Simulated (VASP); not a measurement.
# AgCl (Chlorargyrite) (Fm-3m) in VASP: notebook

Runs on AgCl (Chlorargyrite). Level: PBE. Tasks: relaxation of the atoms.

All numbers are computed with VASP 6.6.1; they aren't measurements. Logs are shortened: lines on timing, memory, paths and dates and some standing lists are left out, and cuts for length are marked.

**What was measured.**

From a printed reference work, data compilation, for a bulk crystal of AgCl: band gap 3.249 eV (indirect).

The results are compared with them further down.

### Step 1. Starting point

Symmetry: Fm-3m, No. 225, cubic system. Conventional cell: a = 5.606 Å, b = 5.606 Å, c = 5.606 Å, α = 90.00°, β = 90.00°, γ = 90.00°. Ag (site symmetry m-3m) is surrounded by 6 Cl at 2.80 Å. Around Cl (site symmetry m-3m) lie 6 Ag at 2.80 Å.

### Step 2. Relaxation of the atoms, PBE (a relaxed cell with its volume scaled by 0.94)

Input file INCAR:

```
SYSTEM = AgCl
PREC = Accurate
ENCUT = 600
EDIFF = 1E-7
ISMEAR = 0
SIGMA = 0.03
LREAL = .False.
LASPH = .True.
NELM = 80
ALGO = Normal
ISIF = 2
LWAVE = .False.
LCHARG = .False.
GGA = PE
IBRION = 2
NSW = 40
EDIFFG = -0.01
```

Input file KPOINTS:

```
regular mesh
0
Gamma
  8 8 8
  0 0 0
```

Input file POSCAR:

```
AgCl                                    
1.0
    0.0000000000      2.7459943051      2.7459943051
    2.7459943051      0.0000000000      2.7459943051
    2.7459943051      2.7459943051      0.0000000000
  Ag              Cl            
     1     1
Direct
     0.0000000000000000    0.0000000000000000    0.0000000000000000
     0.5000000000000000    0.5000000000000000    0.5000000000000000
```

Potentials or basis: VASP PAW PBE potentials, release 64 (Ag, Cl).

Launch:

```
$ cat potpaw_PBE.64/Ag/POTCAR potpaw_PBE.64/Cl/POTCAR > POTCAR
$ mpirun -np 1 vasp_std > vasp.out
```

OUTCAR:

```text
SYSTEM = AgCl
   PREC = Accurate
   ENCUT = 600
   EDIFF = 1E-7
   ISMEAR = 0
   LREAL = .False.
   LASPH = .True.
   NELM = 80
   ISIF = 2
   GGA = PE
   IBRION = 2
   NSW = 40
   EDIFFG = -0.01

 ion  position               nearest neighbor table
   1  0.000  0.000  0.000-   2 2.75   2 2.75   2 2.75   2 2.75   2 2.75   2 2.75
   2  0.500  0.500  0.500-   1 2.75   1 2.75   1 2.75   1 2.75   1 2.75   1 2.75

  LATTYP: Found a face centered cubic cell.
 ALAT       =     5.4919886102

  Lattice vectors:

 A1 = (   0.0000000000,   2.7459943051,   2.7459943051)
 A2 = (   2.7459943051,   0.0000000000,   2.7459943051)
 A3 = (   2.7459943051,   2.7459943051,   0.0000000000)

Analysis of symmetry for initial positions (statically):
=====================================================================
 Subroutine PRICEL returns:
 Original cell was already a primitive cell.

 Routine SETGRP: Setting up the symmetry group for a
 face centered cubic supercell.

 Subroutine GETGRP returns: Found 48 space group operations
 (whereof 48 operations were pure point group operations)
 out of a pool of 48 trial point group operations.

The static configuration has the point symmetry O_h .

Analysis of symmetry for dynamics (positions and initial velocities):
=====================================================================
 Subroutine PRICEL returns:
 Original cell was already a primitive cell.

 Routine SETGRP: Setting up the symmetry group for a
 face centered cubic supercell.

 Subroutine GETGRP returns: Found 48 space group operations
 (whereof 48 operations were pure point group operations)
 out of a pool of 48 trial point group operations.

The dynamic configuration has the point symmetry O_h .

 Subroutine INISYM returns: Found 48 space group operations
 (whereof 48 operations are pure point group operations),
 and found     1 'primitive' translations

----------------------------------------------------------------------------------------

                                     Primitive cell

  volume of cell :      41.4123

  direct lattice vectors                    reciprocal lattice vectors
     0.000000000  2.745994305  2.745994305    -0.182083407  0.182083407  0.182083407
     2.745994305  0.000000000  2.745994305     0.182083407 -0.182083407  0.182083407
     2.745994305  2.745994305  0.000000000     0.182083407  0.182083407 -0.182083407

[... 93 lines left out ...]
   PSTRESS=    0.0 pullay stress
   NELECT =      18.0000    total number of electrons
   NUPDOWN=      -1.0000    fix difference up-down
   EMIN   =  10.00;   EMAX   =-10.00  energy-range for DOS
   EFERMI =   0.00;   METHOD = LEGACY
   ISMEAR =     0;   SIGMA  =   0.03  broadening in eV -4-tet -1-fermi 0-gaus
   EFERMI_NEDOS =   21; number of points for ismear=-14 and -15
   IALGO  =     38    algorithm
   IMIX   =      4    mixing-type and parameters
     AMIX     =   0.40;   BMIX     =  1.00
     AMIX_MAG =   1.60;   BMIX_MAG =  1.00
  volume/ion in A,a.u.               =      20.71       139.73
  Fermi-wavevector in a.u.,A,eV,Ry     =   1.240098  2.343446 20.923628  1.537843
  Thomas-Fermi vector in A             =   2.374553
   LORBIT       =      0    0 simple, 1 ext, 2 COOP (PROOUT), +10 PAW based schemes
   GGA     = PE    functional components
   LHFCALC =     F    Hartree Fock is set to
   AEXX    =    0.0000 exact exchange contribution
   IVDW    =     0    specifies the selected vdW correction
   LEPSILON=     F    determine dielectric tensor
   LRPA    =     F    only Hartree local field effects (RPA)
 conjugate gradient relaxation of ions
 non-spin polarized calculation
 Gauss-broadening in eV      SIGMA  =   0.03
  energy-cutoff  :      600.00
  volume of cell :       41.41
 maximum number of plane-waves:      1411
   NGX = 15   NGY = 15   NGZ = 15

 number of electron      17.9999999 magnetization

 Free energy of the ion-electron system (eV)
  ---------------------------------------------------
  ext. energy  EPLUGINS =         0.00000000
  ---------------------------------------------------
  free energy    TOTEN  =        -5.37643871 eV

  energy without entropy =       -5.37643871  energy(sigma->0) =       -5.37643871

 E-fermi :   4.3489     XC(G=0): -10.1211

 val. band max:        4.1976624506   @ k =   0.5000   0.0000   0.0000
 cond. band min:       5.1015797011   @ k =   0.0000   0.0000   0.0000
 fundamental gap:      0.9039172505
 Fermi energy:         4.3488579866

 k-point     1 :       0.0000    0.0000    0.0000
  band No.  band energies     occupation
      1     -11.1524      2.00000
      2       1.6355      2.00000
      3       1.6355      2.00000
      4       1.6355      2.00000
      5       1.6783      2.00000
      6       1.6783      2.00000
      7       1.7515      2.00000
      8       1.7515      2.00000
      9       1.7515      2.00000
     10       5.1016      0.00000
     11      15.0395      0.00000
     12      15.0395      0.00000
     13      15.0395      0.00000
[... 354 lines left out ...]
  band No.  band energies     occupation
      1     -10.6462      2.00000
      2      -0.8608      2.00000
      3      -0.0891      2.00000
      4      -0.0375      2.00000
      5       1.9607      2.00000
      6       2.0318      2.00000
      7       2.2925      2.00000
      8       3.1656      2.00000
      9       3.6834      2.00000
     10       9.2210      0.00000
     11       9.8428      0.00000
     12      12.3194      0.00000
     13      12.7305      0.00000

 [... further k-points ...]

------------------------ aborting loop because EDIFF is reached ----------------------------------------

  FORCE on cell =-STRESS in cart. coord.  units (eV):
  Direction    XX          YY          ZZ          XY          YZ          ZX
  --------------------------------------------------------------------------------------
  -------------------------------------------------------------------------------------
  Total        0.7997816      0.7997816      0.7997816      0.0000000      0.0000000     -0.0000000
  in kB       30.9423355     30.9423355     30.9423355      0.0000000      0.0000000     -0.0000000
  external PRESSURE =      30.9423355 kB  Pullay stress =       0.0000000 kB

 VOLUME and BASIS-vectors are now :
 -----------------------------------------------------------------------------
  energy-cutoff  :      600.00
  volume of cell :       41.41
      direct lattice vectors                 reciprocal lattice vectors
     0.000000000  2.745994305  2.745994305    -0.182083407  0.182083407  0.182083407
     2.745994305  0.000000000  2.745994305     0.182083407 -0.182083407  0.182083407
     2.745994305  2.745994305  0.000000000     0.182083407  0.182083407 -0.182083407

 POSITION                                       TOTAL-FORCE (eV/Angst)
 -----------------------------------------------------------------------------------
      0.00000      0.00000      0.00000        -0.000000      0.000000     -0.000000
      2.74599      2.74599      2.74599         0.000000     -0.000000      0.000000
 -----------------------------------------------------------------------------------
    total drift:                                0.000000     -0.000000     -0.000000

  FREE ENERGIE OF THE ION-ELECTRON SYSTEM (eV)
  ---------------------------------------------------
  free  energy   TOTEN  =        -5.3764387059 eV

  energy  without entropy=       -5.3764387059  energy(sigma->0) =       -5.37643871

 reached required accuracy - stopping structural energy minimisation
```

Run time: 7.1 s. Hardware: 1 thread of Intel Xeon 6975P-C (Granite Rapids), shared host; peak memory 0.18 GiB.

Results:

```
Free energy             : -5.3764 eV
Pressure after relaxing : 3.1 GPa
Band gap on the k mesh  : 0.90 eV, indirect (least direct gap 3.28 eV)
```

Final structure:
```yaml
crystal:
  lattice:
    - [0.00000, 2.74599, 2.74599]
    - [2.74599, 0.00000, 2.74599]
    - [2.74599, 2.74599, 0.00000]
  atoms:
    - { symbol: Ag, position: [0.00000, 0.00000, 0.00000] }
    - { symbol: Cl, position: [0.50000, 0.50000, 0.50000] }
```

Caveat: the relaxation stopped at its first step, so nothing moved. A k mesh can miss the band edges.

### Step 3. Relaxation of the atoms, PBE (a relaxed cell with its volume scaled by 0.96)

INCAR is that of step 2.

KPOINTS is that of step 2.

Input file POSCAR:

```
AgCl                                    
1.0
    0.0000000000      2.7653329303      2.7653329303
    2.7653329303      0.0000000000      2.7653329303
    2.7653329303      2.7653329303      0.0000000000
  Ag              Cl            
     1     1
Direct
     0.0000000000000000    0.0000000000000000    0.0000000000000000
     0.5000000000000000    0.5000000000000000    0.5000000000000000
```

Potentials or basis: VASP PAW PBE potentials, release 64 (Ag, Cl).

Launch:

```
$ cat potpaw_PBE.64/Ag/POTCAR potpaw_PBE.64/Cl/POTCAR > POTCAR
$ mpirun -np 1 vasp_std > vasp.out
```

It took 7 s on 1 thread of Intel Xeon 6975P-C (Granite Rapids), shared host; peak memory 0.18 GiB.

The run converged. Its results:

```yaml
Free_energy: -5.3904 eV
Pressure_after_relaxing: 1.9 GPa
Band_gap_on_the_k_mesh: 0.91 eV, indirect (least direct gap 3.21 eV)
```

Final structure:
```cif
data_structure
_symmetry_space_group_name_H-M 'P 1'
_symmetry_Int_Tables_number 1
_cell_length_a 3.9108
_cell_length_b 3.9108
_cell_length_c 3.9108
_cell_angle_alpha 60.000
_cell_angle_beta 60.000
_cell_angle_gamma 60.000
_cell_volume 42.29
loop_
_atom_site_label
_atom_site_type_symbol
_atom_site_fract_x
_atom_site_fract_y
_atom_site_fract_z
_atom_site_occupancy
Ag1 Ag 0.00000 0.00000 0.00000 1
Cl1 Cl 0.50000 0.50000 0.50000 1
```

Levels at points of the mesh, in eV from the valence-band top:
```csv
k point,band 7,band 8,band 9,band 10,band 11,band 12
"(0.00, 0.00, 0.00)",-2.36,-2.36,-2.36,0.91,10.85,10.85
"(0.50, 0.00, 0.00)",-1.78,0.00,0.00,4.22,6.58,7.66
"(0.50, 0.50, 0.00)",-1.98,-1.98,-1.89,2.37,8.01,8.66
```

Caveat: the relaxation stopped at its first step, so nothing moved.

### Step 4. Relaxation of the atoms, PBE (a relaxed cell with its volume scaled by 0.98)

INCAR is that of step 3.

KPOINTS is that of step 3.

Input file POSCAR:

```
AgCl                                    
1.0
    0.0000000000      2.7844047946      2.7844047946
    2.7844047946      0.0000000000      2.7844047946
    2.7844047946      2.7844047946      0.0000000000
  Ag              Cl            
     1     1
Direct
     0.0000000000000000    0.0000000000000000    0.0000000000000000
     0.5000000000000000    0.5000000000000000    0.5000000000000000
```

Launch:

```
$ cat potpaw_PBE.64/Ag/POTCAR potpaw_PBE.64/Cl/POTCAR > POTCAR
$ mpirun -np 1 vasp_std > vasp.out
```

Wall time 7.3 s (1 thread of Intel Xeon 6975P-C (Granite Rapids), shared host); peak memory 0.18 GiB.

The run converged. Its results:

```yaml
Free_energy: -5.3985 eV
Pressure_after_relaxing: 0.9 GPa
Band_gap_on_the_k_mesh: 0.91 eV, indirect (least direct gap 3.14 eV)
```

Final structure:
```
CELL_PARAMETERS angstrom
0.00000 2.78440 2.78440
2.78440 0.00000 2.78440
2.78440 2.78440 0.00000
ATOMIC_POSITIONS crystal
Ag 0.00000 0.00000 0.00000
Cl 0.50000 0.50000 0.50000
```

Levels at points of the mesh, in eV from the valence-band top:
| k point | band 5 | band 6 | band 7 | band 8 | band 9 | band 10 | band 11 | band 12 | band 13 |
| --- | --- | --- | --- | --- | --- | --- | --- | --- | --- |
| (0.00, 0.00, 0.00) | -2.35 | -2.35 | -2.27 | -2.27 | -2.27 | 0.91 | 10.86 | 10.86 | 10.86 |
| (0.50, 0.00, 0.00) | -2.04 | -2.04 | -1.73 | 0.00 | 0.00 | 4.28 | 6.47 | 7.70 | 7.70 |
| (0.50, 0.50, 0.00) | -2.71 | -2.17 | -1.92 | -1.92 | -1.84 | 2.40 | 8.04 | 8.59 | 11.45 |

Caveat: the relaxation stopped at its first step, so nothing moved. A k mesh can miss the band edges.

### Step 5. Relaxation of the atoms, PBE

INCAR is that of step 4.

KPOINTS is that of step 4.

Input file POSCAR:

```
AgCl                                    
1.0
    0.0000000000      2.8032189112      2.8032189112
    2.8032189112      0.0000000000      2.8032189112
    2.8032189112      2.8032189112      0.0000000000
  Ag              Cl            
     1     1
Direct
     0.0000000000000000    0.0000000000000000    0.0000000000000000
     0.5000000000000000    0.5000000000000000    0.5000000000000000
```

Launch:

```
$ cat potpaw_PBE.64/Ag/POTCAR potpaw_PBE.64/Cl/POTCAR > POTCAR
$ mpirun -np 1 vasp_std > vasp.out
```

Run time: 7.2 s. Hardware: 1 thread of Intel Xeon 6975P-C (Granite Rapids), shared host; peak memory 0.18 GiB.

The run converged. Its results:

- Free energy: -5.4012 eV
- Pressure after relaxing: 0.0 GPa
- Band gap on the k mesh: 0.92 eV, indirect (least direct gap 3.08 eV)

Final structure:
```
Ag Cl
1.0
     0.00000    2.80322    2.80322
     2.80322    0.00000    2.80322
     2.80322    2.80322    0.00000
Ag Cl
1 1
Direct
  0.00000 0.00000 0.00000
  0.50000 0.50000 0.50000
```

Levels at points of the mesh, in eV from the valence-band top:
| k point | band 6 | band 7 | band 8 | band 9 | band 10 | band 11 | band 12 | band 13 |
| --- | --- | --- | --- | --- | --- | --- | --- | --- |
| (0.00, 0.00, 0.00) | -2.27 | -2.19 | -2.19 | -2.19 | 0.92 | 10.87 | 10.87 | 10.87 |
| (0.50, 0.00, 0.00) | -1.98 | -1.68 | 0.00 | 0.00 | 4.33 | 6.36 | 7.73 | 7.73 |
| (0.50, 0.50, 0.00) | -2.10 | -1.87 | -1.87 | -1.80 | 2.43 | 8.07 | 8.53 | 11.35 |

Caveat: the relaxation stopped at its first step, so nothing moved.

### Step 6. Overview

```tsv
cell	gap on the mesh (eV)	pressure (GPa)
atoms relaxed from: a relaxed cell with its volume scaled by 0.94	0.90	3.1
atoms relaxed from: a relaxed cell with its volume scaled by 0.96	0.91	1.9
atoms relaxed from: a relaxed cell with its volume scaled by 0.98	0.91	0.9
atoms relaxed	0.92	0.0
```

Alike in all rows: task relaxation of the atoms; level PBE; potentials or basis VASP PAW PBE potentials, release 64 (Ag, Cl); no spin polarisation; k mesh 8 × 8 × 8; cutoff (eV) 600; smearing gaussian 0.03 eV.

Caveats: the relaxation stopped at its first step, so nothing moved.

Total energies depend on the potentials used, so only differences within one code and one set of settings carry meaning.

### Step 7. How close it comes

Step 5. Measured gap of AgCl: 3.249 eV (indirect; a printed reference work, data compilation). This calculation gives 0.92 eV (-2.33 eV). So large a miss can be the level of theory's own, or it may mean another phase, state or a wrong row. Spin-orbit coupling on Ag is left out. The value is that of PBE on a finite k mesh, which can miss the band edges, without temperature or zero-point motion. Semilocal functionals fall short of measured gaps as a rule.
